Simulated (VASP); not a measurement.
# BN (Fmm2) in VASP: further runs, part 2 of 2

VASP 6.6.1. Earlier steps stand in the parts before.

## 3. Relaxation of cell and atoms, PBE+D3(BJ)

This run uses another cell than the first one, of 9.48 Å³/atom, 1.043 times its volume.

File INCAR:

```
PREC = Accurate
ENCUT = 600
EDIFF = 1E-6
ISMEAR = 0
SIGMA = 0.02
LREAL = False
LASPH = True
NELM = 100
ALGO = Normal
ISIF = 3
LWAVE = False
LCHARG = False
GGA = PE
IVDW = 12
IBRION = 2
NSW = 100
EDIFFG = -0.005
```

File KPOINTS:

```
Automatic mesh
0
Gamma
  12 12 12
```

File POSCAR:

```
BN
1.0
    0.0000000000      3.4953158300      2.1660912400
    1.2516321000      0.0000000000      2.1660912400
    1.2516321000      3.4953158300      0.0000000000
B N
1 1
Direct
    0.0000486500      0.0000486500      0.9999513500
    0.6666513400      0.6666513400      0.3333486600
```

Potentials or basis: VASP PAW PBE potentials, release 64 (B, N).

On the command line:

```
$ cat potpaw_PBE.64/B/POTCAR potpaw_PBE.64/N/POTCAR > POTCAR
$ mpirun -np 1 vasp_std > vasp.out
```

OUTCAR:

```text
PREC = Accurate
   ENCUT = 600
   EDIFF = 1E-6
   ISMEAR = 0
   LREAL = False
   LASPH = True
   NELM = 100
   ISIF = 3
   GGA = PE
   IVDW = 12
   IBRION = 2
   NSW = 100
   EDIFFG = -0.005
 IVDW          = 12

 ion  position               nearest neighbor table
   1  0.000  0.000  1.000-   2 1.44   2 1.44   2 1.44
   2  0.667  0.667  0.333-   1 1.44   1 1.44   1 1.44

  LATTYP: Found a face centered orthorhombic cell.
 ALAT       =     2.5032642000
 B/A-ratio  =     1.7306133647
 C/A-ratio  =     2.7926064137

  Lattice vectors:

 A1 = (   0.0000000000,   3.4953158300,   2.1660912400)
 A2 = (  -1.2516321000,   3.4953158300,   0.0000000000)
 A3 = (  -1.2516321000,   0.0000000000,   2.1660912400)

Analysis of symmetry for initial positions (statically):
=====================================================================
 Subroutine PRICEL returns:
 Original cell was already a primitive cell.

 Routine SETGRP: Setting up the symmetry group for a
 face centered orthorhombic supercell.

 Subroutine GETGRP returns: Found  4 space group operations
 (whereof  4 operations were pure point group operations)
 out of a pool of  8 trial point group operations.

The static configuration has the point symmetry C_2v.

Analysis of symmetry for dynamics (positions and initial velocities):
=====================================================================
 Subroutine PRICEL returns:
[... 282 lines left out ...]
 fundamental gap:      3.7571627500
 Fermi energy:         2.2213952849

 k-point     1 :       0.0000    0.0000    0.0000
  band No.  band energies     occupation
      1     -15.7565      2.00000
      2      -2.2723      2.00000
      3       0.6506      2.00000
      4       0.6873      2.00000
      5       7.0392      0.00000
      6      13.5763      0.00000
      7      13.5899      0.00000
      8      15.0329      0.00000
[... 243 lines left out ...]
 k-point    24 :      -0.4167    0.1667    0.0000
  band No.  band energies     occupation
      1     -12.3295      2.00000
      2      -6.5549      2.00000
      3      -3.4771      2.00000
      4       1.4447      2.00000
      5       6.8062      0.00000
      6      13.5544      0.00000
      7      15.5242      0.00000
      8      17.3051      0.00000

 [... further k-points ...]

[... ionic steps 4 to 32 ...]

--------------------------------------- Ionic step       33  -------------------------------------------

 number of electron       8.0000000 magnetization

------------------------ aborting loop because EDIFF is reached ----------------------------------------
[... 75 lines left out ...]
--------------------------------------- Ionic step       35  -------------------------------------------

 number of electron       8.0000000 magnetization

 Free energy of the ion-electron system (eV)
  ---------------------------------------------------
  ext. energy  EPLUGINS =         0.00000000
  ---------------------------------------------------
  free energy    TOTEN  =       -17.57696491 eV

  energy without entropy =      -17.57696491  energy(sigma->0) =      -17.57696491

 E-fermi :   2.5809     XC(G=0): -10.1032

 val. band max:        2.4336495843   @ k =   0.4167  -0.4167   0.0833
 cond. band min:       6.0344218575   @ k =   0.0000   0.5000   0.5000
 fundamental gap:      3.6007722732
 Fermi energy:         2.5808939094

 k-point     1 :       0.0000    0.0000    0.0000
  band No.  band energies     occupation
      1     -15.4938      2.00000
      2      -1.7619      2.00000
      3       0.9869      2.00000
      4       0.9913      2.00000
      5       7.5677      0.00000
      6      13.8676      0.00000
      7      13.9698      0.00000
      8      15.4498      0.00000
[... 286 lines left out ...]
  FREE ENERGIE OF THE ION-ELECTRON SYSTEM (eV)
  ---------------------------------------------------
  free  energy   TOTEN  =       -17.8605381114 eV

  energy  without entropy=      -17.8605381114  energy(sigma->0) =      -17.86053811

 reached required accuracy - stopping structural energy minimisation
```

OSZICAR:

```text
N       E                     dE             d eps       ncg     rms          rms(c)
DAV:   1     0.193356176957E+02    0.19336E+02   -0.51077E+03  4552   0.104E+03
DAV:   2    -0.188216053340E+02   -0.38157E+02   -0.36501E+02  6184   0.196E+02
DAV:   3    -0.194107891535E+02   -0.58918E+00   -0.58918E+00  5464   0.301E+01
DAV:   4    -0.194122551500E+02   -0.14660E-02   -0.14660E-02  7392   0.128E+00
[... 197 lines left out ...]
DAV:   3    -0.175768934773E+02    0.57020E-06   -0.14262E-06  4560   0.111E-02
  34 F= -.17860537E+02 E0= -.17860537E+02  d E =-.239921E-05
       N       E                     dE             d eps       ncg     rms          rms(c)
DAV:   1    -0.175769661280E+02   -0.72081E-04   -0.47592E-05  5136   0.673E-02    0.734E-03
DAV:   2    -0.175769649825E+02    0.11456E-05   -0.51922E-06  5016   0.179E-02    0.208E-03
DAV:   3    -0.175769649107E+02    0.71732E-07   -0.17096E-07  2280   0.415E-03
  35 F= -.17860538E+02 E0= -.17860538E+02  d E =-.345175E-05
```

Run time: 9.2 min. Hardware: 1 thread of Intel Xeon Platinum 8488C (Sapphire Rapids), shared host; peak memory 0.21 GiB.

What came out:

```yaml
Free_energy: -17.8605 eV
Relaxed_volume: 8.99 Å³/atom
Relaxed_cell: a = 3.953 Å, b = 2.505 Å, c = 3.535 Å, α = 79.77°, β = 38.58°, γ = 61.65°
Space_group_after_relaxing_to_0.05_Å: Fmm2 (No. 42)
Energy_gained_by_relaxing: 2.5 meV/atom
Ionic_steps: 35
Pressure_after_relaxing: 0.0 GPa
Band_gap_on_the_k_mesh: 3.60 eV, indirect (least direct gap 4.53 eV)
Dispersion_energy_per_atom: -0.142 eV
```

Forces on the atoms (eV/Å):
```
B    0.000  0.000  0.003
N    0.000  0.000 -0.003
```

Step by step:
| step | energy change (eV) | largest force (eV/Å) | pressure (GPa) | volume (Å³) |
| --- | --- | --- | --- | --- |
| 1 | 0.0000 | 0.0096 | 0.71 | 18.95 |
| 2 | 0.0004 | 0.0288 | -2.55 | 19.07 |
| 3 | -0.0005 | 0.0074 | -0.71 | 19.00 |
| 4 | -0.0011 | 0.0127 | -0.67 | 18.93 |
| 5 | -0.0025 | 0.0731 | -0.64 | 18.70 |
| 6 | -0.0041 | 0.1956 | -0.47 | 18.24 |
| 7 | -0.0043 | 0.1622 | -0.40 | 18.21 |
| 8 | -0.0048 | 0.0625 | -0.22 | 18.13 |
| 9 | -0.0047 | 0.1349 | 0.12 | 17.95 |
| 10 | -0.0049 | 0.0240 | -0.11 | 18.05 |
| 11 | -0.0049 | 0.0333 | -0.07 | 18.04 |
| 12 | -0.0049 | 0.0288 | -0.07 | 18.04 |
| 13 | -0.0049 | 0.0175 | -0.07 | 18.04 |
| 14 | -0.0049 | 0.0022 | -0.05 | 18.04 |
| 15 | -0.0049 | 0.0024 | -0.04 | 18.04 |
| 16 | -0.0049 | 0.0064 | -0.05 | 18.04 |
| 17 | -0.0049 | 0.0002 | -0.05 | 18.04 |
| 18 | -0.0049 | 0.0009 | -0.04 | 18.04 |
| 19 | -0.0049 | 0.0015 | -0.05 | 18.04 |
| 20 | -0.0049 | 0.0026 | -0.04 | 18.04 |
| 21 | -0.0049 | 0.0046 | -0.01 | 18.03 |
| 22 | -0.0049 | 0.0032 | -0.03 | 18.03 |
| 23 | -0.0049 | 0.0014 | -0.03 | 18.03 |
| 24 | -0.0050 | 0.0105 | -0.07 | 18.02 |
| 25 | -0.0049 | 0.0284 | -0.15 | 18.01 |
| 26 | -0.0050 | 0.0141 | -0.09 | 18.02 |
| 27 | -0.0050 | 0.0140 | -0.10 | 18.02 |
| 28 | -0.0050 | 0.0129 | -0.10 | 18.01 |
| 29 | -0.0050 | 0.0110 | -0.09 | 18.01 |
| 30 | -0.0050 | 0.0072 | -0.09 | 17.99 |
| 31 | -0.0050 | 0.0064 | -0.10 | 17.99 |
| 32 | -0.0050 | 0.0045 | -0.10 | 17.98 |
| 33 | -0.0050 | 0.0020 | -0.08 | 17.98 |
| 34 | -0.0050 | 0.0054 | 0.06 | 17.97 |
| 35 | -0.0050 | 0.0026 | 0.03 | 17.97 |

Final structure:
```
B N
1.0
     0.00000    3.30525    2.16830
     1.25386    0.00000    2.16830
     1.25386    3.30525    0.00000
B N
1 1
Cartesian
  1.2539 3.3053 0.0005
  1.2539 3.3053 2.8907
```

Levels at points of the mesh, in eV from the valence-band top:
```csv
k point,band 2,band 3,band 4,band 5,band 6,band 7
"(0.00, 0.00, 0.00)",-4.20,-1.45,-1.44,5.13,11.43,11.54
"(0.50, 0.00, 0.00)",-9.01,-4.23,-1.04,4.56,9.79,13.58
"(0.50, 0.50, 0.00)",-9.14,-4.23,-0.36,6.03,9.36,12.37
"(0.50, 0.00, 0.50)",-6.35,-1.48,-1.43,10.16,11.37,11.47
"(0.00, 0.50, 0.50)",-8.86,-4.30,-1.65,3.60,9.77,14.88
```

A k mesh can miss the band edges.
